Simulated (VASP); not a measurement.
# TaC (Fm-3m) in VASP: settings compared

The runs below take TaC through relaxation of the atoms, relaxation of cell and atoms, with LDA, PBE.

Everything below comes from runs of VASP 6.6.1. Logs are shortened: lines on timing, memory, paths and dates and some standing lists are left out, and cuts for length are marked.

## (1) The structure

It takes space group Fm-3m (No. 225, cubic). The conventional cell has a = 4.446 Å, b = 4.446 Å, c = 4.446 Å, α = 90.00°, β = 90.00°, γ = 90.00°. Ta (site symmetry m-3m) has 6 C at 2.22 Å as nearest neighbours. C (site symmetry m-3m) is surrounded by 6 Ta at 2.22 Å.

## (2) Relaxation of the atoms, LDA (a relaxed cell with its volume scaled by 1.04)

INCAR reads:

```
PREC = Accurate
ENCUT = 600
EDIFF = 1E-7
ISMEAR = 1
SIGMA = 0.1
LREAL = F
LASPH = T
NELM = 80
ALGO = Fast
ISIF = 2
LWAVE = F
LCHARG = F
GGA = CA
IBRION = 2
NSW = 40
EDIFFG = -0.01
```

KPOINTS reads:

```
regular mesh
0
Gamma
  14 14 14
```

POSCAR reads:

```
TaC                                     
1.0
   -0.0000000000      2.2395573416      2.2395573416
    2.2395573416      0.0000000000      2.2395573416
    2.2395573416      2.2395573416     -0.0000000000
  Ta              C             
     1     1
Direct
     0.0000000000000000    0.0000000000000000    0.0000000000000000
     0.5000000000000000    0.5000000000000000    0.5000000000000000
```

Potentials or basis: VASP PAW LDA potentials, release 64 (Ta_pv, C).

Launch:

```
$ cat potpaw_LDA.64/Ta_pv/POTCAR potpaw_LDA.64/C/POTCAR > POTCAR
$ mpirun -np 1 vasp_std > vasp.out
```

OUTCAR:

```text
PREC = Accurate
   ENCUT = 600
   EDIFF = 1E-7
   ISMEAR = 1
   LREAL = F
   LASPH = T
   NELM = 80
   ISIF = 2
   GGA = CA
   IBRION = 2
   NSW = 40
   EDIFFG = -0.01

 ion  position               nearest neighbor table
   1  0.000  0.000  0.000-   2 2.24   2 2.24   2 2.24   2 2.24   2 2.24   2 2.24
   2  0.500  0.500  0.500-   1 2.24   1 2.24   1 2.24   1 2.24   1 2.24   1 2.24

  LATTYP: Found a face centered cubic cell.
 ALAT       =     4.4791146832

  Lattice vectors:

 A1 = (   0.0000000000,   2.2395573416,   2.2395573416)
 A2 = (   2.2395573416,   0.0000000000,   2.2395573416)
 A3 = (   2.2395573416,   2.2395573416,   0.0000000000)

Analysis of symmetry for initial positions (statically):
=====================================================================
 Subroutine PRICEL returns:
 Original cell was already a primitive cell.

 Routine SETGRP: Setting up the symmetry group for a
 face centered cubic supercell.

 Subroutine GETGRP returns: Found 48 space group operations
 (whereof 48 operations were pure point group operations)
 out of a pool of 48 trial point group operations.

The static configuration has the point symmetry O_h .

Analysis of symmetry for dynamics (positions and initial velocities):
=====================================================================
 Subroutine PRICEL returns:
 Original cell was already a primitive cell.

 Routine SETGRP: Setting up the symmetry group for a
 face centered cubic supercell.

 Subroutine GETGRP returns: Found 48 space group operations
 (whereof 48 operations were pure point group operations)
 out of a pool of 48 trial point group operations.

The dynamic configuration has the point symmetry O_h .

 Subroutine INISYM returns: Found 48 space group operations
 (whereof 48 operations are pure point group operations),
 and found     1 'primitive' translations

----------------------------------------------------------------------------------------

                                     Primitive cell

  volume of cell :      22.4655

  direct lattice vectors                    reciprocal lattice vectors
     0.000000000  2.239557342  2.239557342    -0.223258405  0.223258405  0.223258405
     2.239557342  0.000000000  2.239557342     0.223258405 -0.223258405  0.223258405
     2.239557342  2.239557342  0.000000000     0.223258405  0.223258405 -0.223258405

  length of vectors
     3.167212366  3.167212366  3.167212366     0.386694901  0.386694901  0.386694901

  position of ions in fractional coordinates (direct lattice)
     0.000000000  0.000000000  0.000000000
     0.500000000  0.500000000  0.500000000

  ion indices of the primitive-cell ions
   primitive index   ion index
                 1           1
                 2           2

----------------------------------------------------------------------------------------

 KPOINTS: regular mesh

Automatic generation of k-mesh.
 Grid dimensions read from file:
 generate k-points for:   14   14   14

 Generating k-lattice:

  Cartesian coordinates                     Fractional coordinates (reciprocal lattice)
    -0.015947029  0.015947029  0.015947029     0.071428571  0.000000000  0.000000000
     0.015947029 -0.015947029  0.015947029     0.000000000  0.071428571  0.000000000
     0.015947029  0.015947029 -0.015947029     0.000000000  0.000000000  0.071428571

  Length of vectors
     0.027621064  0.027621064  0.027621064

  Shift w.r.t. Gamma in fractional coordinates (k-lattice)
     0.000000000  0.000000000  0.000000000

 Subroutine IBZKPT returns following result:
 ===========================================

 Found    104 irreducible k-points:

 Following reciprocal coordinates:
            Coordinates               Weight
  0.000000  0.000000  0.000000      1.000000
  0.071429  0.000000  0.000000      8.000000
  0.142857  0.000000  0.000000      8.000000
  0.214286  0.000000  0.000000      8.000000
  0.285714  0.000000  0.000000      8.000000
  0.357143  0.000000  0.000000      8.000000
[... 16 lines left out ...]
  0.214286  0.142857  0.000000     24.000000
  0.285714  0.142857  0.000000     24.000000
 [... further k-points ...]
   k-points           NKPTS =    104   k-points in BZ     NKDIM =    104   number of bands    NBANDS=     11
   number of dos      NEDOS =    301   number of ions     NIONS =      2
   total plane-waves  NPLWV =  21952
   dimension x,y,z NGX =    28 NGY =   28 NGZ =   28
   dimension x,y,z NGXF=    56 NGYF=   56 NGZF=   56
   ions per type =               1   1
   NGX,Y,Z   is equivalent  to a cutoff of  14.70, 14.70, 14.70 a.u.
   NGXF,Y,Z  is equivalent  to a cutoff of  29.39, 29.39, 29.39 a.u.
 SYSTEM =  unknown system
   PREC   = accura    normal or accurate (medium, high low for compatibility)
   ISTART =      0    job   : 0-new  1-cont  2-samecut
   ICHARG =      2    charge: 1-file 2-atom 10-const
   ISPIN  =      1    spin polarized calculation?
   LNONCOLLINEAR =      F non collinear calculations
   LSORBIT =      F    spin-orbit coupling
   LASPH  =      T    aspherical Exc in radial PAW
   ENCUT  =  600.0 eV  44.10 Ry    6.64 a.u.   6.33  6.33  6.33*2*pi/ulx,y,z
   NELM   =     80;   NELMIN=  2; NELMDL= -5     # of ELM steps
   EDIFF  = 0.1E-06   stopping-criterion for ELM
   LREAL  =      F    real-space projection
   EDIFFG = -.1E-01   stopping-criterion for IOM
   NSW    =     40    number of steps for IOM
   IBRION =      2    ionic relax: 0-MD 1-quasi-New 2-CG
   NFREE  =      1    steps in history (QN), initial steepest desc. (CG)
   ISIF   =      2    stress and relaxation
   ISYM   =      2    0-nonsym 1-usesym 2-fastsym
   POTIM  = 0.5000    time-step for ionic-motion
   TEBEG  =    0.0;   TEEND  =   0.0 temperature during run
   PSTRESS=    0.0 pullay stress
   NELECT =      15.0000    total number of electrons
   NUPDOWN=      -1.0000    fix difference up-down
   EMIN   =  10.00;   EMAX   =-10.00  energy-range for DOS
   EFERMI =   0.00;   METHOD = LEGACY
   ISMEAR =     1;   SIGMA  =   0.10  broadening in eV -4-tet -1-fermi 0-gaus
   EFERMI_NEDOS =   21; number of points for ismear=-14 and -15
   IALGO  =     68    algorithm
   IMIX   =      4    mixing-type and parameters
     AMIX     =   0.40;   BMIX     =  1.00
     AMIX_MAG =   1.60;   BMIX_MAG =  1.00
  volume/ion in A,a.u.               =      11.23        75.80
  Fermi-wavevector in a.u.,A,eV,Ry     =   1.430869  2.703949 27.856361  2.047385
  Thomas-Fermi vector in A             =   2.550667
   LORBIT       =      0    0 simple, 1 ext, 2 COOP (PROOUT), +10 PAW based schemes
   GGA     = CA    functional components
   LHFCALC =     F    Hartree Fock is set to
   AEXX    =    0.0000 exact exchange contribution
   IVDW    =     0    specifies the selected vdW correction
   LEPSILON=     F    determine dielectric tensor
   LRPA    =     F    only Hartree local field effects (RPA)
 conjugate gradient relaxation of ions
 non-spin polarized calculation
 RMM-DIIS sequential band-by-band and
 Methfessel and Paxton  Order N= 1 SIGMA  =   0.10
  energy-cutoff  :      600.00
  volume of cell :       22.47
 maximum number of plane-waves:       760
 NGX is ok and might be reduce to    28
   NGX = 13   NGY = 13   NGZ = 13

 number of electron      15.0000001 magnetization

 Free energy of the ion-electron system (eV)
  ---------------------------------------------------
  ext. energy  EPLUGINS =         0.00000000
  ---------------------------------------------------
  free energy    TOTEN  =       -24.25149831 eV

  energy without entropy =      -24.25135924  energy(sigma->0) =      -24.25145195

 E-fermi :   8.2190     XC(G=0): -13.2949

 val. band max:        8.1808154850   @ k =   0.5000   0.2143   0.0000
 cond. band min:       8.2335842110   @ k =   0.1429   0.0714   0.0000
 fundamental gap:      0.0527687259
 Fermi energy:         8.2189572077

 k-point     1 :       0.0000    0.0000    0.0000
  band No.  band energies     occupation
      1     -26.7571      2.00000
      2     -26.7571      2.00000
      3     -26.7571      2.00000
      4      -6.3803      2.00000
      5       6.7991      2.00000
      6       6.7991      2.00000
      7       6.7991      2.00000
      8       7.7038      2.00000
      9       7.7038      2.00000
     10       7.7038      2.00000
     11       8.7444     -0.00000

 k-point     2 :       0.0714    0.0000    0.0000
  band No.  band energies     occupation
      1     -26.7932      2.00000
      2     -26.7608      2.00000
      3     -26.7608      2.00000
      4      -6.2380      2.00000
      5       6.1004      2.00000
      6       6.4687      2.00000
      7       6.4687      2.00000
      8       7.2903      2.00000
      9       7.2903      2.00000
     10       8.1078      2.06638
     11       9.7683     -0.00000

 k-point     3 :       0.1429    0.0000    0.0000
  band No.  band energies     occupation
      1     -26.8930      2.00000
      2     -26.7710      2.00000
      3     -26.7710      2.00000
      4      -5.8255      2.00000
      5       4.9209      2.00000
      6       5.4655      2.00000
      7       5.4655      2.00000
      8       7.5629      2.00000
      9       7.5629      2.00000
     10       8.5493     -0.00003
     11      11.3199      0.00000
[... 267 lines left out ...]
 k-point    23 :       0.2143    0.1429    0.0000
  band No.  band energies     occupation
      1     -26.9743      2.00000
      2     -26.8247      2.00000
      3     -26.8173      2.00000
      4      -5.2477      2.00000
      5       3.2711      2.00000
      6       5.0587      2.00000
      7       5.5559      2.00000
      8       6.4122      2.00000
      9       9.1007     -0.00000
     10      10.0067     -0.00000
     11      10.6869      0.00000

 k-point    24 :       0.2857    0.1429    0.0000
  band No.  band energies     occupation
      1     -27.0999      2.00000
      2     -26.8450      2.00000
      3     -26.8338      2.00000
      4      -4.6427      2.00000
      5       2.4864      2.00000
      6       4.2019      2.00000
      7       4.8793      2.00000
      8       6.9403      2.00000
      9       9.5925     -0.00000
     10      10.4127      0.00000
     11      12.0745      0.00000

 [... further k-points ...]

------------------------ aborting loop because EDIFF is reached ----------------------------------------

  FORCE on cell =-STRESS in cart. coord.  units (eV):
  Direction    XX          YY          ZZ          XY          YZ          ZX
  --------------------------------------------------------------------------------------
  -------------------------------------------------------------------------------------
  Total       -1.8137779     -1.8137779     -1.8137779     -0.0000000     -0.0000000      0.0000000
  in kB     -129.3534869   -129.3534869   -129.3534869     -0.0000000     -0.0000000      0.0000000
  external PRESSURE =    -129.3534869 kB  Pullay stress =       0.0000000 kB

 VOLUME and BASIS-vectors are now :
 -----------------------------------------------------------------------------
  energy-cutoff  :      600.00
  volume of cell :       22.47
      direct lattice vectors                 reciprocal lattice vectors
     0.000000000  2.239557342  2.239557342    -0.223258405  0.223258405  0.223258405
     2.239557342  0.000000000  2.239557342     0.223258405 -0.223258405  0.223258405
     2.239557342  2.239557342  0.000000000     0.223258405  0.223258405 -0.223258405

 POSITION                                       TOTAL-FORCE (eV/Angst)
 -----------------------------------------------------------------------------------
      0.00000      0.00000      0.00000         0.000000     -0.000000     -0.000000
      2.23956      2.23956      2.23956        -0.000000      0.000000      0.000000
 -----------------------------------------------------------------------------------
    total drift:                                0.000000      0.000000      0.000000

  FREE ENERGIE OF THE ION-ELECTRON SYSTEM (eV)
  ---------------------------------------------------
  free  energy   TOTEN  =       -24.2514983118 eV

  energy  without entropy=      -24.2513592354  energy(sigma->0) =      -24.25145195

 reached required accuracy - stopping structural energy minimisation
```

It took 26 s on 1 thread of Intel Xeon Platinum 8488C (Sapphire Rapids), shared host; peak memory 0.17 GiB.

What came out:

| Quantity | Value |
| --- | --- |
| Free energy | -24.2515 eV |
| Pressure after relaxing | -12.9 GPa |
| Band gap on the k mesh | none (metal or under the smearing width) |

Final structure:
```xyz
2
Lattice="0.0000 2.2396 2.2396 2.2396 0.0000 2.2396 2.2396 2.2396 0.0000" Properties=species:S:1:pos:R:3 pbc="T T T"
Ta    0.0000    0.0000    0.0000
C     2.2396    2.2396    2.2396
```

Levels at points of the mesh, in eV from the Fermi level:
| k point | band 5 | band 6 | band 7 | band 8 | band 9 | band 10 | band 11 |
| --- | --- | --- | --- | --- | --- | --- | --- |
| (0.00, 0.00, 0.00) | -1.42 | -1.42 | -1.42 | -0.52 | -0.52 | -0.52 | 0.53 |
| (0.50, 0.00, 0.00) | -8.66 | -5.46 | -5.46 | 2.53 | 2.53 | 3.50 | 5.39 |
| (0.50, 0.50, 0.00) | -4.58 | -4.55 | -1.78 | -1.78 | 2.44 | 3.87 | 3.87 |

Caveat: the relaxation stopped at its first step, so nothing moved.

## (3) Relaxation of the atoms, LDA (a relaxed cell with its volume scaled by 1.06)

INCAR is that of step 2.

KPOINTS is that of step 2.

POSCAR reads:

```
TaC                                     
1.0
   -0.0000000000      2.2538224227      2.2538224227
    2.2538224227      0.0000000000      2.2538224227
    2.2538224227      2.2538224227     -0.0000000000
  Ta              C             
     1     1
Direct
     0.0000000000000000    0.0000000000000000    0.0000000000000000
     0.5000000000000000    0.5000000000000000    0.5000000000000000
```

Potentials or basis: VASP PAW LDA potentials, release 64 (Ta_pv, C).

Launch:

```
$ cat potpaw_LDA.64/Ta_pv/POTCAR potpaw_LDA.64/C/POTCAR > POTCAR
$ mpirun -np 1 vasp_std > vasp.out
```

It took 27 s on 1 thread of Intel Xeon Platinum 8488C (Sapphire Rapids), shared host; peak memory 0.17 GiB.

It converged, with:

```
Free energy             : -24.2095 eV
Pressure after relaxing : -18.5 GPa
Band gap on the k mesh  : none (metal or under the smearing width)
```

Final structure:
```
CELL_PARAMETERS angstrom
0.00000 2.25382 2.25382
2.25382 0.00000 2.25382
2.25382 2.25382 0.00000
ATOMIC_POSITIONS crystal
Ta 0.00000 0.00000 0.00000
C 0.50000 0.50000 0.50000
```

Levels at points of the mesh, in eV from the Fermi level:
```csv
k point,band 6,band 7,band 8,band 9,band 10,band 11
"(0.00, 0.00, 0.00)",-1.38,-1.38,-0.50,-0.50,-0.50,0.51
"(0.50, 0.00, 0.00)",-5.36,-5.36,2.45,2.45,3.40,5.32
"(0.50, 0.50, 0.00)",-4.43,-1.77,-1.77,2.36,3.75,3.75
```

Caveat: the relaxation stopped at its first step, so nothing moved. Spin-orbit coupling is left out, which matters for the levels of Ta.

(Part 1 of 2 ends here.)
